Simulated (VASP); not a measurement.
Set up this calculation in VASP 6.6.1, as the native input.

```
Task                   : single point
Functional             : PBE
Potentials or basis    : VASP PAW PBE potentials, release 64 (Ag, I)
Cutoff                 : 520 eV
k mesh                 : 7 × 7 × 7
Occupations            : fermi-dirac, width 0.01 eV
Spin                   : no spin polarisation
Dipole correction      : no
Further INCAR settings : ALGO = Normal; EDIFF = 1e-06; NBANDS = 16
```

The structure of AgI lies in POSCAR:

```
AgI
1.0
    0.0000000000      3.1927581514      3.1927581514
    3.1927581514      0.0000000000      3.1927581514
    3.1927581514      3.1927581514      0.0000000000
Ag I
1 1
Direct
    0.0000000000      0.0000000000      0.0000000000
    0.7500000000      0.7500000000      0.7500000000
```

Measurements of this composition are mostly on another form, of space group No. 229.

The cell isn't the ideal one: volume scaled by 0.96.

One way to write it, as run:

INCAR

```
ALGO = Normal ; EDIFF = 1E-6
ENCUT = 520 ; GGA = PE
ISIF = 2 ; ISMEAR = -1
LASPH = T ; LCHARG = F
LREAL = F ; LWAVE = F
NBANDS = 16 ; NELM = 100
PREC = Accurate ; SIGMA = 0.01
```

KPOINTS

```
k-points
0
Gamma
  7 7 7
```

Potentials or basis: VASP PAW PBE potentials, release 64 (Ag, I).

Run with:

```sh
$ cat potpaw_PBE.64/Ag/POTCAR potpaw_PBE.64/I/POTCAR > POTCAR
$ mpirun -np 1 vasp_std > vasp.out
```

Results of the run:

The pressure is 3.9 GPa and the band gap on the k mesh is 1.34 eV, direct.

Caveat: spin-orbit coupling is left out, which moves the levels of the heavy elements.

It took 32 s on 1 thread of AMD EPYC 7R43 64-Core Processor (Zen 3), with other jobs on the host, peak memory 0.17 GiB.
